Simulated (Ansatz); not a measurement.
# Pt(110) / 3 layers Pd(110) / Pt(110): resistance against film thickness, part 2 of 2

How does the resistance across the layers grow with the film in Pt(110) / 3 layers Pd(110) / Pt(110)?

Ansatz 0.2.0; Ansatz plane-wave DFT, PBE, PAW files; ballistic transport by layer matching (Landauer), zero bias; PAW set soft_1.

So far. Step 2 (With 3 layers): The lead's potential steps by 1.4 meV from period to period, small in itself. The program estimates the junction's conductance to 4 % from the k-mesh, 1.4 % from the leads' distance from neutral and 2 % from their steps. Step 3 (With 5 layers, k-mesh 13×10×1, film layers 5): The conductance of the junction is 1.5e15 S/m², 5.7 % under the 1.6e15 S/m² of the last finished run, no more than the error estimates, leads' steps apart, of 4 and 3.9 % together.

## Step 4: With 6 layers, k-mesh 13×10×1, film layers 6

The stack now holds 6 film layers; the k-mesh follows the cell, and the energies span -0.27 to 0.27 eV.

System of this step: Pt(110) / 6 layers Pd(110) / Pt(110). The cell holds 18 atoms: 12 Pt and 6 Pd. Its edges and angles: a = 2.773 Å, b = 3.922 Å, c = 24.756 Å, α = 90.0°, β = 90.0°, γ = 90.0°. It derives from Pt and Pd. Regions: lead, 12 atoms (12 Pt); films, 6 atoms (6 Pd). The structure is stacked along c, and the current runs across the ab planes.

Input file input.yaml:

```yaml
crystal:
  lattice:
    - [2.7731313745, 0.0, 0.0]
    - [0.0, 3.9218, 0.0]
    - [0.0, 0.0, 24.7561927572]
  atoms:
    - { symbol: Pt, position: [0.0, 0.0, 0.028004421] }
    - { symbol: Pt, position: [0.5, 0.5, 0.0840132629] }
    - { symbol: Pt, position: [0.0, 0.0, 0.1400221049] }
    - { symbol: Pt, position: [0.5, 0.5, 0.1960309468] }
    - { symbol: Pt, position: [0.0, 0.0, 0.2520397887] }
    - { symbol: Pt, position: [0.5, 0.5, 0.3080486307] }
    - { symbol: Pd, position: [0.0, 0.0, 0.363377543] }
    - { symbol: Pd, position: [0.5, 0.5, 0.4180265258] }
    - { symbol: Pd, position: [0.0, 0.0, 0.4726755086] }
    - { symbol: Pd, position: [0.5, 0.5, 0.5273244914] }
    - { symbol: Pd, position: [0.0, 0.0, 0.5819734742] }
    - { symbol: Pd, position: [0.5, 0.5, 0.636622457] }
    - { symbol: Pt, position: [0.0, 0.0, 0.6919513693] }
    - { symbol: Pt, position: [0.5, 0.5, 0.7479602113] }
    - { symbol: Pt, position: [0.0, 0.0, 0.8039690532] }
    - { symbol: Pt, position: [0.5, 0.5, 0.8599778951] }
    - { symbol: Pt, position: [0.0, 0.0, 0.9159867371] }
    - { symbol: Pt, position: [0.5, 0.5, 0.971995579] }
kpoints:
  mp_grid: { grid: [13, 10, 1] }
hamiltonian:
  xc: pbe
  pseudopotentials: { kind: paw, azcp: { folder: soft_1 } }
scf:
  occupations: { method: fermi_dirac, width: 0.1 }
output:
  transmission:
    leads: [[0, 1]]
    kmesh: [26, 18]
    e_range: [-0.27, 0.27]
    de: 0.036
  write_potential: true
  write_density: true
  volumetric_format: npy
```

Started as:

```sh
$ ansatz run input.yaml --threads 4 --pin off --max-ram 8192MiB --backend cpu --events-out ev --progress --plain --runs-dir out
```

Numbers of over 12 decimals in the logs are rounded to 6 here.

What it wrote:

```text
[...]
Crystal: 18 atoms, lattice volume = 269.240 Å³
Basis set: ecut = 420 eV, 5243 PW (Γ)
Bands: 195, of which v1, the nominal top of the filled ones, is band 162 counted from 1 (161 counted from 0)
Symmetry: 8 space group operations
[...]
k-points: 42 of 130
[...]
--- Transmission ---
  basis      : 93 plane waves across, 46 finite elements along
  points     : 140, standing for a mesh of 26 x 18
[...]
filled         : 9.8 meV over the level at which it is neutral
    channels       : 2.920940e0 a spin
[...]
slowest decay  : 0.0277 /Å at (0.3462, 0.5000)
  junction   : crystal 0 to crystal 0, 0.00 to 21.98 Å
    transmission   : 2.033290e0 a spin
[...]
resistance     : 1.8712e-4 Ω µm² beyond half of each lead's own
[key lines of the parts left out:]
SCF converged after 11 iterations
Free energy (F): -192134.354249 eV
Fermi energy:    22.198449 eV
```

Wall time 13 min (4 threads of Arm Neoverse N1, shared host); peak memory 2.2 GiB; 44 min of CPU time.

This step gave:

```
free energy                                                                : -192134.3542 eV
energy at zero smearing                                                    : -192133.8461 eV
Fermi energy                                                               : 22.20 eV
step of the lead's potential                                               : 5.2 meV
estimated errors of the lead's conductance                                 : 0, 4.1, 1.3 % (band edges, k-mesh, distance from neutral)
lead conductance per cell                                                  : 2.951 G₀
conductance of the junction                                                : 1.51e15 S/m²
junction conductance per cell                                              : 2.119 G₀
estimated errors of the junction's conductance                             : 0.3, 1.1, 3.9, 950.6, 2.2 % (energy step, band edges, k-mesh, leads' steps, distance from neutral)
area resistance that the stack adds (contact term taken off, spin by spin) : 0.1871 fΩ m²
```

Per spin. The transmission, zone mean by energy, zero at the Fermi level:

```csv
energy (eV),"transmission, zone mean"
-0.270,2.83
-0.234,2.89
-0.198,2.88
-0.162,2.79
-0.126,2.64
-0.090,2.50
-0.054,2.35
-0.018,2.25
0.018,2.03
0.054,1.84
0.090,1.67
0.126,1.48
0.162,1.38
0.198,1.30
0.234,1.24
0.270,1.19
```

The conductance of the junction is 1.5e15 S/m², 2.3 % under the 1.5e15 S/m² of the last finished run, within the error estimates, leads' steps apart, of 3.9 and 3.9 %. The estimate from the leads' steps, 951 %, is larger still.

## Step 5: With 8 layers, k-mesh 13×10×1, film layers 8

The stack now holds 8 film layers; the k-mesh follows the cell, and the energies span -0.27 to 0.27 eV.

System of this step: Pt(110) / 8 layers Pd(110) / Pt(110). The cell holds 20 atoms: 12 Pt and 8 Pd. Its edges and angles: a = 2.773 Å, b = 3.922 Å, c = 27.462 Å, α = 90.0°, β = 90.0°, γ = 90.0°. It derives from Pt and Pd. Regions: lead, 12 atoms (12 Pt); films, 8 atoms (8 Pd). The structure is stacked along c, and the current runs across the ab planes.

input.yaml, the sections that differ from step 4:

```yaml
crystal:
  lattice:
    - [2.7731313745, 0.0, 0.0]
    - [0.0, 3.9218, 0.0]
    - [0.0, 0.0, 27.4619942606]
  atoms:
    - { symbol: Pt, position: [0.0, 0.0, 0.0252451747] }
    - { symbol: Pt, position: [0.5, 0.5, 0.0757355242] }
    - { symbol: Pt, position: [0.0, 0.0, 0.1262258737] }
    - { symbol: Pt, position: [0.5, 0.5, 0.1767162231] }
    - { symbol: Pt, position: [0.0, 0.0, 0.2272065726] }
    - { symbol: Pt, position: [0.5, 0.5, 0.2776969221] }
    - { symbol: Pd, position: [0.0, 0.0, 0.3275743347] }
    - { symbol: Pd, position: [0.5, 0.5, 0.3768388105] }
    - { symbol: Pd, position: [0.0, 0.0, 0.4261032863] }
    - { symbol: Pd, position: [0.5, 0.5, 0.4753677621] }
    - { symbol: Pd, position: [0.0, 0.0, 0.5246322379] }
    - { symbol: Pd, position: [0.5, 0.5, 0.5738967137] }
    - { symbol: Pd, position: [0.0, 0.0, 0.6231611895] }
    - { symbol: Pd, position: [0.5, 0.5, 0.6724256653] }
    - { symbol: Pt, position: [0.0, 0.0, 0.7223030779] }
    - { symbol: Pt, position: [0.5, 0.5, 0.7727934274] }
    - { symbol: Pt, position: [0.0, 0.0, 0.8232837769] }
    - { symbol: Pt, position: [0.5, 0.5, 0.8737741263] }
    - { symbol: Pt, position: [0.0, 0.0, 0.9242644758] }
    - { symbol: Pt, position: [0.5, 0.5, 0.9747548253] }
# kpoints, hamiltonian, scf, output: as in step 4
```

What it wrote:

```text
[...]
Crystal: 20 atoms, lattice volume = 298.667 Å³
Basis set: ecut = 420 eV, 5819 PW (Γ)
Bands: 216, of which v1, the nominal top of the filled ones, is band 180 counted from 1 (179 counted from 0)
Symmetry: 8 space group operations
[...]
k-points: 42 of 130
[...]
--- Transmission ---
  basis      : 93 plane waves across, 53 finite elements along
  points     : 140, standing for a mesh of 26 x 18
[...]
filled         : 15.3 meV over the level at which it is neutral
    channels       : 2.882479e0 a spin
[...]
slowest decay  : 0.0279 /Å at (0.3462, 0.5000)
  junction   : crystal 0 to crystal 0, -0.00 to 24.69 Å
    transmission   : 1.932404e0 a spin
[...]
resistance     : 2.1029e-4 Ω µm² beyond half of each lead's own
[key lines of the parts left out:]
SCF converged after 12 iterations
Free energy (F): -206080.112396 eV
Fermi energy:    21.963716 eV
```

Run time: 15 min. Hardware: 4 threads; peak memory 2.6 GiB.

This step gave:

* free energy: -206080.1124 eV
* energy at zero smearing: -206079.5456 eV
* Fermi energy: 21.96 eV
* step of the lead's potential: 4.8 meV
* ballistic conductance of the lead: 2.08e15 S/m²
* estimated errors of the lead's conductance: 0, 4.1, 2.1 % (band edges, k-mesh, distance from neutral)
* lead conductance per cell: 2.921 G₀
* conductance of the junction: 1.45e15 S/m²
* junction conductance per cell: 2.033 G₀
* estimated errors of the junction's conductance: 0.1, 2.8, 3.7, 24900, 3.5 % (energy step, band edges, k-mesh, leads' steps, distance from neutral)
* area resistance that the stack adds (contact term taken off, spin by spin): 0.2103 fΩ m²

Per spin. The transmission, zone mean by energy, zero at the Fermi level:

```csv
energy (eV),"transmission, zone mean"
-0.270,2.86
-0.234,2.87
-0.198,2.84
-0.162,2.74
-0.126,2.60
-0.090,2.45
-0.054,2.29
-0.018,2.14
0.018,1.93
0.054,1.78
0.090,1.58
0.126,1.41
0.162,1.29
0.198,1.20
0.234,1.14
0.270,1.09
```

The conductance of the junction is 1.4e15 S/m², 4.1 % under the 1.5e15 S/m² of the last finished run, no more than the error estimates, leads' steps apart, of 3.9 and 3.7 % together. The estimate from the leads' steps, 24900 %, is larger still.

## Step 6: With 10 layers, k-mesh 13×10×1, film layers 10

The stack now holds 10 film layers; the k-mesh follows the cell, and the energies span -0.27 to 0.27 eV.

System of this step: Pt(110) / 10 layers Pd(110) / Pt(110). The cell holds 22 atoms: 12 Pt and 10 Pd. Cell: a = 2.773 Å, b = 3.922 Å, c = 30.168 Å, α = 90.0°, β = 90.0°, γ = 90.0°. It derives from Pt and Pd. Regions: lead, 12 atoms (12 Pt); films, 10 atoms (10 Pd). The structure is stacked along c, and the current runs across the ab planes.

input.yaml, the sections that differ from step 5:

```yaml
crystal:
  lattice:
    - [2.7731313745, 0.0, 0.0]
    - [0.0, 3.9218, 0.0]
    - [0.0, 0.0, 30.1677957641]
  atoms:
    - { symbol: Pt, position: [0.0, 0.0, 0.0229808916] }
    - { symbol: Pt, position: [0.5, 0.5, 0.0689426747] }
    - { symbol: Pt, position: [0.0, 0.0, 0.1149044579] }
    - { symbol: Pt, position: [0.5, 0.5, 0.160866241] }
    - { symbol: Pt, position: [0.0, 0.0, 0.2068280242] }
    - { symbol: Pt, position: [0.5, 0.5, 0.2527898074] }
    - { symbol: Pd, position: [0.0, 0.0, 0.298193629] }
    - { symbol: Pd, position: [0.5, 0.5, 0.3430394893] }
    - { symbol: Pd, position: [0.0, 0.0, 0.3878853495] }
    - { symbol: Pd, position: [0.5, 0.5, 0.4327312097] }
    - { symbol: Pd, position: [0.0, 0.0, 0.4775770699] }
    - { symbol: Pd, position: [0.5, 0.5, 0.5224229301] }
    - { symbol: Pd, position: [0.0, 0.0, 0.5672687903] }
    - { symbol: Pd, position: [0.5, 0.5, 0.6121146505] }
    - { symbol: Pd, position: [0.0, 0.0, 0.6569605107] }
    - { symbol: Pd, position: [0.5, 0.5, 0.701806371] }
    - { symbol: Pt, position: [0.0, 0.0, 0.7472101926] }
    - { symbol: Pt, position: [0.5, 0.5, 0.7931719758] }
    - { symbol: Pt, position: [0.0, 0.0, 0.839133759] }
    - { symbol: Pt, position: [0.5, 0.5, 0.8850955421] }
    - { symbol: Pt, position: [0.0, 0.0, 0.9310573253] }
    - { symbol: Pt, position: [0.5, 0.5, 0.9770191084] }
# kpoints, hamiltonian, scf, output: as in step 5
```

What it wrote:

```text
[...]
Crystal: 22 atoms, lattice volume = 328.095 Å³
Basis set: ecut = 420 eV, 6413 PW (Γ)
Bands: 238, of which v1, the nominal top of the filled ones, is band 198 counted from 1 (197 counted from 0)
Symmetry: 8 space group operations
[...]
k-points: 42 of 130
[...]
--- Transmission ---
  basis      : 93 plane waves across, 58 finite elements along
  points     : 140, standing for a mesh of 26 x 18
[...]
filled         : 5.7 meV over the level at which it is neutral
    channels       : 2.886752e0 a spin
[...]
slowest decay  : 0.0273 /Å at (0.3462, 0.5000)
  junction   : crystal 0 to crystal 0, -0.00 to 27.39 Å
    transmission   : 1.930010e0 a spin
[...]
resistance     : 2.2196e-4 Ω µm² beyond half of each lead's own
[key lines of the parts left out:]
SCF converged after 12 iterations
Free energy (F): -220025.961556 eV
Fermi energy:    21.751519 eV
```

Run time: 17 min. Hardware: 4 threads; peak memory 3 GiB; 59 min of CPU time.

This step gave:

| Quantity | Value |
| --- | --- |
| free energy | -220025.9616 eV |
| energy at zero smearing | -220025.3139 eV |
| Fermi energy | 21.75 eV |
| step of the lead's potential | 5.2 meV |
| ballistic conductance of the lead | 2.12e15 S/m² |
| estimated errors of the lead's conductance | 0.1, 4, 0.7 % (band edges, k-mesh, distance from neutral) |
| lead conductance per cell | 2.971 G₀ |
| conductance of the junction | 1.44e15 S/m² |
| junction conductance per cell | 2.021 G₀ |
| estimated errors of the junction's conductance | 0.3, 3, 3.6, 21.6, 1.4 % (energy step, band edges, k-mesh, leads' steps, distance from neutral) |
| area resistance that the stack adds (contact term taken off, spin by spin) | 0.2220 fΩ m² |

Per spin. Table of transmission, zone mean by energy, zero at the Fermi level:

```csv
energy (eV),"transmission, zone mean"
-0.270,2.83
-0.234,2.83
-0.198,2.81
-0.162,2.74
-0.126,2.62
-0.090,2.46
-0.054,2.28
-0.018,2.12
0.018,1.93
0.054,1.73
0.090,1.59
0.126,1.44
0.162,1.28
0.198,1.15
0.234,1.07
0.270,1.02
```

The conductance of the junction is 1.4e15 S/m², 0.55 % under the 1.4e15 S/m² of the last finished run, within the error estimates, leads' steps apart, of 3.7 and 3.6 %. The estimate from the leads' steps, 22 %, is larger still.

## Step 7: The ladder

Times are for 4 threads of Arm Neoverse N1, shared host. Results by setting:

```csv
no.,film layers,"area resistance that the stack adds (contact term taken off, spin by spin) (fΩ m²)",conductance of the junction (S/m²),time,memory (GiB)
1,3,0.1357,1.64e15,21 min,2.6
2,5,0.1702,1.55e15,12 min,2.2
3,6,0.1871,1.51e15,13 min,2.2
4,8,0.2103,1.45e15,15 min,2.6
5,10,0.2220,1.44e15,17 min,3
```

## Step 8: Summary of results

| Item | Value |
| --- | --- |
| area resistance, 3 layers | 0.136 fΩ m² |
| area resistance, 5 layers | 0.170 fΩ m² |
| area resistance, 6 layers | 0.187 fΩ m² |
| area resistance, 8 layers | 0.210 fΩ m² |
| area resistance, 10 layers | 0.222 fΩ m² |

What this shows: The stack adds 0.14 fΩ m² with 3 layers and 0.22 fΩ m² with 10. From 5 to 10 layers it grows by 30 %, though no single step exceeds the two runs' error estimates together; nothing scatters inside a perfect film, so this is no ohmic growth. Atoms sit on ideal sites and aren't relaxed. Spin-orbit coupling is left out, which matters for Pt. The program's estimate of the error from the leads' steps alone runs to 24900 %, although the steps are small; only longer leads would test it. Pd(110) is stretched by 0.82 % in plane to fit Pt(110), at its own atomic volume. 1 further run is left out: refused by the program, or repeats without effect or without named leads.

[Logs are printed without paths, hosts, clocks, repeated set-up lines and the standing remarks that a program may print on its own settings, such as how far it seeks lower states.]

[Hosts, paths, dates, database ids (printed as entryN), source tags and the programs' standing remarks are cut or masked in the printed files.]
